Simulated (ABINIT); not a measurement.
The system is LiH.

```xyz
2
Lattice="0.0000 2.0368 2.0368 2.0368 0.0000 2.0368 2.0368 2.0368 0.0000" Properties=species:S:1:pos:R:3 pbc="T T T"
Li    0.0000    0.0000    0.0000
H     2.0368    2.0368    2.0368
```

Base run:

- Program: ABINIT 10.8.3 (patched build)
- Functional: PBEsol
- Potentials or basis: PseudoDojo NC SR PBEsol v0.4.1 standard
- Cutoff: 898 eV
- k mesh: 8 × 8 × 8
- Occupations: fermi-dirac, width 0.05 eV
- Spin: no spin polarisation

Its results: band gap on the k mesh 2.79 eV, direct; pressure -2.7 GPa.

The run is repeated on the same cell with these changes: functional from PBEsol to AM05. What comes out?

Band gap on the k mesh 2.79 eV, direct; pressure -2.0 GPa.

Caveats: the potentials were made for another functional, which shifts forces and pressure (some runs).

A k mesh can miss the band edges.

Not every run made on this cell is shown here.
